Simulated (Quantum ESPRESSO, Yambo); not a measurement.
# Quasiparticle gap of NaCl (Fm-3m) in Yambo, part 3 of 3

How does a plane-wave GW calculation on NaCl (Fm-3m) run from the first input to the gap?

Quantum ESPRESSO 7.5 and Yambo 5.3.0; PBE and many-body steps on it, plane waves. Known limits of the many-body steps: not at the basis limit; coarse k mesh.

So far. Step 3 (Bands along the symmetry lines): The gap is 5.150 eV, as in the run before at this level. Step 4 (Empty states on the mesh, 4×4×4 mesh, 108 bands): On this mesh the gap is 5.150 eV.

The database entry behind the starting cell differs from later determinations by our own check (an axis about 0.4 % short against later determinations), so it need not match the best structure at ambient conditions.

### Step 6. Screening and self-energy, 4×4×4 mesh, 108 bands, screening to 129.3 eV

G0W0 replaces the xc potential by the self-energy, built once from these orbitals. Only a window of levels is corrected, while the sums run over the empty bands that the input names.

This step: G0W0 on PBE, plane waves, norm-conserving pseudopotentials.

gw1.in reads:

```
HF_and_locXC
gw0
dyson
ppa
em1d
rim_cut
RandQpts= 1000000
RandGvec= 1 RL
EXXRLvcs= 76 Ry
VXCRLvcs= 304 Ry
Chimod= "HARTREE"
% BndsRnXp
 1 | 108 |
%
NGsBlkXp= 9.5 Ry
% LongDrXp
 1 | 1 | 1 |
%
% GbndRnge
 1 | 108 |
%
DysSolver= "n"
ExtendOut
PPAPntXp= 27.21138 eV
% QPkrange
 1 | 8 | 6 | 13 |
%
```

Started as:

```bash
> OMP_NUM_THREADS=1 mpirun -n 4 yambo -F gw1.in -J gw1 -C gw1 > gw1.log
```

The program printed:

```text
 Yambo, version 5.3.0

 [02] CORE Variables Setup
 =========================

  [... cell, symmetries and grids as in the set-up ...]

  [02.05] Energies & Occupations
  ==============================

  [X] === General ===
  [X] Electronic Temperature                        :  0.000000  0.000000 [eV K]
  [X] Bosonic    Temperature                        :  0.000000  0.000000 [eV K]
  [X] Finite Temperature mode                       : no
  [X] El. density                                   :  0.36055E+24 [cm-3]
  [X] Fermi Level                                   :  1.141321 [eV]

  [X] === Gaps and Widths ===
  [X] Conduction Band Min                           :  5.149762 [eV]
  [X] Valence Band Max                              :  0.000000 [eV]
  [X] Filled Bands                                  :   8
  [X] Empty Bands                                   :    9  108
  [X] Direct Gap                                    :  5.149762 [eV]
  [X] Direct Gap localized at k                     :  1
  [X] Indirect Gap                                  :  5.149762 [eV]
  [X] Indirect Gap between kpts                     :  1  1
  [X] Last valence band width                       :  0.763888 [eV]
  [X] 1st conduction band width                     :  3.695208 [eV]

 [03] Transferred momenta grid and indexing
 ==========================================

 IBZ Q-points                                      :   8
 BZ  Q-points                                      :   64

 K/Q-points units:
 rlu = crystal or reduced units; cc = cartesian coordinates; iku = interal k-units

 Q [1]          [rlu]:  0.000000  0.000000  0.000000
 Q [2]          [rlu]:  0.30764E-17  0.30764E-17  0.25000
 Q [3]          [rlu]: -0.61529E-17 -0.61529E-17 -0.50000
 Q [4]          [rlu]:  0.15802E-17  0.25000      0.25000
 Q [5]          [rlu]: -0.19398E-16  0.25000      0.50000
 Q [6]          [rlu]: -0.61529E-17  0.25000     -0.25000
 Q [7]          [rlu]: -0.31603E-17 -0.50000     -0.50000
 Q [8]          [rlu]:  0.250000 -0.500000 -0.250000

 [04] Coloumb potential Random Integration (RIM)
 ===============================================

  [04.01] RIM initialization
  ==========================

  * Diagonal components only detected *

  8 x (sBL volume)        :  0.103539 [a.u.]
  sBZ random points       :  1000000
  Points outside the sBZ  :   7968281
  RL volume               :  0.828312 [a.u.]
  Integrated volume       :  0.831609 [a.u.]

  [04.02] RIM integrals
  =====================

  Gamma point sphere radius             :  0.085176 [a.u.]
  Points outside the sphere             :   800476
  [Int_sBZ(q=0) 1/q^2]*(Vol_sBZ)^(-1/3) =:  7.776341
                                 should be <:  7.795600

  Summary of Coulomb integrals for non-metallic bands |Q|[au] RIM/Bare

  Q [1] 0.100000E-4 0.997530 * Q [2] 0.256180 1.067779
  Q [4] 0.295811 1.067204 * Q [6] 0.418340 1.030488
  Q [5] 0.490547 1.022568 * Q [3] 0.512360 1.021209
  Q [7] 0.591623 1.017560 * Q [8] 0.661454 1.014308

 [05] Dipoles
 ============

  [05.01] Setup: observables and procedures
  =========================================

 [06] Dynamic Dielectric Matrix (PPA)
 ====================================

 [WR./gw1//ndb.pp]---------------------------------------------------------------
  Brillouin Zone Q/K grids (IBZ/BZ)                :    8   64    8   64
  RL vectors                                       :   4111 [WF]
  Coulomb cutoff potential                         : none
  Electronic Temperature                           :  0.000000 [K]
  Bosonic    Temperature                           :  0.000000 [K]
  PPA    diel. fun.  energies                      : Perdew, Burke & Ernzerhof(X)+Perdew, Burke & Ernzerhof(C)
  wavefunctions                                    : Perdew, Burke & Ernzerhof(X)+Perdew, Burke & Ernzerhof(C)
  Global Gauge                                     : length
  X matrix size                                    :  181
  X band range                                     :    1  108
  X e/h energy range                               : -1.000000 -1.000000 [eV]
  X Time ordering                                  : R
  X Hxc Kernel                                     : HARTREE
  X Drude frequency                                :  0.000000  0.000000
  X poles                                          :  100.0000 [o/o]
  RL vectors in the sum                            :   4111
  [r,Vnl] included                                 : yes
  Field direction                                  :  0.577350E-5  0.577350E-5  0.577350E-5
  BZ energy Double Grid                            : no
  BZ energy DbGd points                            : 0
  BZ Q point size factor                           : -1.000000
  X Optical Averaged directions                    : none

 [07] Local Exchange-Correlation + Non-Local Fock
 ================================================

 [VXC] Plane waves :  26813
 [EXS] Plane waves :   3479

 QP @ state[ 1 ] K range:   1   8
 QP @ state[ 1 ] b range:   6  13

 [xc] Functional : Perdew, Burke & Ernzerhof(X)+Perdew, Burke & Ernzerhof(C)
 [xc] LIBXC used to calculate xc functional
  PP Number of Atomic Species                      :  2
  NLCC RL compoments                               :  26813
  PP Number of Atomic Species                      :  2
  NLCC RL compoments                               :  26813

 [xc] E_xc :  -9.855422 [Ha]
      E_xc :  -19.71084 [Ry]

  Local XC kind (lXC) : Perdew, Burke & Ernzerhof(X)+Perdew, Burke & Ernzerhof(C)
  Non-Local XC kind (nlXC) : Hartree-Fock

  Corrections @ K [1] :  [eV]
 <6|nlXC|6> = -18.89296  0.16158E-16 <6|lXC|6> = -14.49345 -0.94406E-16
 <7|nlXC|7> = -18.89291  0.54367E-17 <7|lXC|7> = -14.49345  0.18882E-15
 <8|nlXC|8> = -18.89287 -0.19498E-17 <8|lXC|8> = -14.49345 -0.18880E-15
 <9|nlXC|9> = -4.202671 -0.12581E-17 <9|lXC|9> = -8.177510 -0.18889E-15
 <10|nlXC|10> = -3.619753 -0.11100E-17 <10|lXC|10> = -8.376305 -0.47204E-16
 <11|nlXC|11> = -3.620040 -0.32165E-17 <11|lXC|11> = -8.376305 -0.94408E-16
 <12|nlXC|12> = -3.619788 -0.34031E-19 <12|lXC|12> = -8.376306 -0.94408E-16
 <13|nlXC|13> = -4.445577  0.67234E-18 <13|lXC|13> = -9.970632 -0.18882E-15

  Corrections @ K [2] :  [eV]
 <6|nlXC|6> = -17.69170 -0.58605E-18 <6|lXC|6> = -13.04438 -0.21465E-19
 <7|nlXC|7> = -18.76088  0.29661E-17 <7|lXC|7> = -14.30919 -0.47203E-16
[...]
Corrections @ K [3] :  [eV]
[...]
Corrections @ K [4] :  [eV]
[...]
Corrections @ K [5] :  [eV]
[...]
[... 2 further k-points ...]
  Corrections @ K [8] :  [eV]
[...]
<9|nlXC|9> = -4.853984  0.15775E-17 <9|lXC|9> = -9.538762  0.33913E-16
 <10|nlXC|10> = -4.107217 -0.11083E-18 <10|lXC|10> = -8.570064 -0.82607E-16
 <11|nlXC|11> = -4.107272 -0.38778E-18 <11|lXC|11> = -8.570064 -0.29476E-16
 <12|nlXC|12> = -4.042351 -0.77737E-18 <12|lXC|12> = -9.105539  0.26576E-16
 <13|nlXC|13> = -3.676801 -0.57988E-19 <13|lXC|13> = -9.353679 -0.41298E-16

  [07.01] Hartree-Fock occupations report
  =======================================

  [Hartree-Fock] === General ===
  [Hartree-Fock] Electronic Temperature             :  0.000000  0.000000 [eV K]
  [Hartree-Fock] Bosonic    Temperature             :  0.000000  0.000000 [eV K]
  [Hartree-Fock] Finite Temperature mode            : no
  [Hartree-Fock] El. density                        :  0.36055E+24 [cm-3]
  [Hartree-Fock] Fermi Level                        :  1.141321 [eV]

  [Hartree-Fock] === Gaps and Widths ===
  [Hartree-Fock] Conduction Band Min                :  9.124601 [eV]
  [Hartree-Fock] Valence Band Max                   : -4.399417 [eV]
  [Hartree-Fock] Filled Bands                       :   8
  [Hartree-Fock] Empty Bands                        :    9  108
  [Hartree-Fock] Direct Gap                         :  13.52402 [eV]
  [Hartree-Fock] Direct Gap localized at k          :  1
  [Hartree-Fock] Indirect Gap                       :  13.52402 [eV]
  [Hartree-Fock] Indirect Gap between kpts          :  1  1
  [Hartree-Fock] Last valence band width            :  0.980523 [eV]
  [Hartree-Fock] 1st conduction band width          :  4.405147 [eV]

 [08] Dyson equation: Newton solver
 ==================================

  [08.01] G0W0 (W PPA)
  ====================

  [  GW  ] Bands range     :    1  108
  [GW/PPA] G damping       :  0.100000 [eV]

  QP @ state[ 1 ] K range:   1   8
  QP @ state[ 1 ] b range:   6  13

   Sc/G bands                                       :    1  108
   Sc/G damping                                     :  0.100000 ev
   Sc bands terminator                              : no
   Sx RL components                                 :   3479

   QP @ state[ 1 ] K range                          :   1   8
   QP @ state[ 1 ] b range                          :   6  13
   GF energies kind                                 : Perdew, Burke & Ernzerhof(X)+Perdew, Burke & Ernzerhof(C)
   GF WF`s kind                                     : Perdew, Burke & Ernzerhof(X)+Perdew, Burke & Ernzerhof(C)
   Xs energies kind                                 : Perdew, Burke & Ernzerhof(X)+Perdew, Burke & Ernzerhof(C)
   Xs WF`s kind                                     : Perdew, Burke & Ernzerhof(X)+Perdew, Burke & Ernzerhof(C)

 [11] Game Over & Game summary
```

Run time: 3.2 min. Hardware: 4 MPI ranks of Arm Neoverse V1, shared host; peak memory 1.5 GiB; 13 min of CPU time.

Numbers from this step:

```yaml
g0w0_gap_on_the_mesh: 8.040 eV
starting_gap_on_the_mesh: 5.150 eV
k_of_the_valence_top: 0, 0, 0
k_of_the_conduction_bottom: 0, 0, 0
least_direct_g0w0_gap_on_the_computed_points: 8.040 eV
z_at_the_valence_top: 0.8161
z_at_the_conduction_bottom: 0.8682
```

The gap on the mesh goes from 5.15 eV to 8.04 eV, a correction of +2.89 eV.

Limits: finite bands, cutoff and mesh; coarse k mesh. v1 is the top filled band, c1 the lowest empty one. Levels before and after the correction, in eV, zero at the valence-band top of each column:

```tsv
	conduction bottom	valence top
Kohn-Sham	5.15	0.00
G0W0	8.04	0.00
```

```tsv
	level	energy (eV)
Kohn-Sham	Γ v3-v1	0.000
Kohn-Sham	Γ c1	5.150
Kohn-Sham	Γ c2-c4	11.062
G0W0	Γ v3-v1	0.000
G0W0	Γ c1	8.040
G0W0	Γ c2-c4	14.432
```

### Step 7. Where the time went

Times are wall times on the hardware named with each run, good to a factor of about two.

```tsv
step	time	share	memory (GiB)
ground state	4.3 s	2 %	0.24
bands along the symmetry lines	4.6 s	2 %	0.21
empty states on the mesh	6.7 s	3 %	0.32
conversion and set-up	2.3 s	1 %	0.24
screening and self-energy	3.2 min	92 %	1.5
```

### Step 8. Summary of results

- PBE gap: 5.15 eV, direct
- G0W0 gap on the mesh: 8.04 eV
- GW settings: 4×4×4 mesh, 108 bands, screening to 129.3 eV, Godby-Needs plasmon pole
- known limits: not at the basis limit; coarse k mesh

What this shows: G0W0 moves the gap on the mesh from 5.15 eV to 8.04 eV (+2.89 eV), with Z of 0.82 and 0.87 at the edges. The dearest step here is «screening and self-energy». Bands and cutoff are finite, so the gap is not at the basis limit. The miss can reach some tenths of an eV and take either sign; the mesh is an error of its own. The 4×4×4 mesh is coarse for this cell, which bears on the long-range parts of exchange and screening.

[Paths, hosts, dates, memory and timing lines, banners, echoed tables and standing remarks are left out of the program output.]

[Logs are printed without paths, hosts, clocks, repeated set-up lines and the standing remarks that a program may print on its own settings, such as how far it seeks lower states.]

[Runs of the session that timed out or met a known fault of the program may be left out.]

[Hosts, paths, dates, database ids (printed as entryN), source tags and the programs' standing remarks are cut or masked in the printed files.]
